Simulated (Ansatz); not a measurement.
# MgSe: how the settings move a relaxation

How sensitive is a relaxation of MgSe to its settings? A reference run comes first, then one run with altered input.

The COD entry's cell or inner coordinates are ideal or old and differ from later refinements, so a difference from it is no clean test against experiment.

Computed with Ansatz 0.2.0 (reference: DFT, PBEsol, PAW with Ansatz's default frozen-core files, scalar-relativistic; relaxation of cell and atoms, unless a step's input says otherwise).

1 further run of the same task is left out (set aside as unsound or not needed). Runs told in other sessions of the task aren't counted.

## 1. Starting point

It takes space group Fm-3m (No. 225, cubic). The conventional cell has a = 5.451 Å, b = 5.451 Å, c = 5.451 Å, α = 90.00°, β = 90.00°, γ = 90.00°. Around Mg (site symmetry m-3m) lie 6 Se at 2.73 Å. Se (site symmetry m-3m) is surrounded by 6 Mg at 2.73 Å.

As a file:

```cif
data_structure
_symmetry_space_group_name_H-M 'Fm-3m'
_symmetry_Int_Tables_number 225
_cell_length_a 5.4510
_cell_length_b 5.4510
_cell_length_c 5.4510
_cell_angle_alpha 90.000
_cell_angle_beta 90.000
_cell_angle_gamma 90.000
_cell_volume 161.97
loop_
_atom_site_label
_atom_site_type_symbol
_atom_site_symmetry_multiplicity
_atom_site_Wyckoff_symbol
_atom_site_fract_x
_atom_site_fract_y
_atom_site_fract_z
_atom_site_occupancy
Mg1 Mg 4 a 0.00000 0.00000 0.00000 1
Se1 Se 4 b 0.50000 0.00000 0.00000 1
```

## 2. The reference run

input.yaml reads:

```yaml
crystal:
  lattice:
    - [0.0, 2.7255, 2.7255]
    - [2.7255, 0.0, 2.7255]
    - [2.7255, 2.7255, 0.0]
  atoms:
    - { symbol: Mg, position: [0.0, 0.0, 0.0] }
    - { symbol: Se, position: [0.5, 0.5, 0.5] }
kpoints:
  mp_grid: { grid: [12, 12, 12] }
scf:
  occupations: { method: fermi_dirac, width: 0.08 }
hamiltonian:
  xc: pbesol
  pseudopotentials: { kind: paw }
relax:
  f_tol: 0.002
  max_steps: 80
  cell: {}
output:
  forces: true
  stress: true
```

Launch:

```sh
> ansatz run input.yaml --threads 1 --pin off --max-ram 3072MiB --backend cpu --events-out ev --progress --plain --runs-dir out
```

## 3. A run with other settings

input.yaml, as its differences from that of step 2:

```diff
@@ -9,5 +9,5 @@
 kpoints:
-  mp_grid: { grid: [12, 12, 12] }
+  mp_grid: { grid: [6, 6, 6] }
 scf:
-  occupations: { method: fermi_dirac, width: 0.08 }
+  occupations: { method: fixed }
 hamiltonian:
@@ -22 +22,2 @@
   stress: true
+accuracy: medium
```

(Steps that only read results are left out.)

What does the calculation give? Wanted: for each run, ending; energy change; pressure; gap; force.

As calculated:

```csv
run,ending,energy change,pressure (GPa),gap (eV),force (eV/Å),cycles,time
reference,converged,0,0.0,1.78,0.00,10,4.6 s
"1: mp_grid.grid [6, 6, 6], occupations.method fixed, accuracy medium",converged,+2.9 meV/atom (σ→0),0.0,1.77,0.00,10,1.5 s
```

**Reading.** Changing the k-point mesh, smearing and accuracy level moves the energy by +2.9 meV/atom (σ→0 values). More than one kind of setting changed, and this run alone doesn't tell their shares apart. Cost: 1.5 s against 4.6 s.
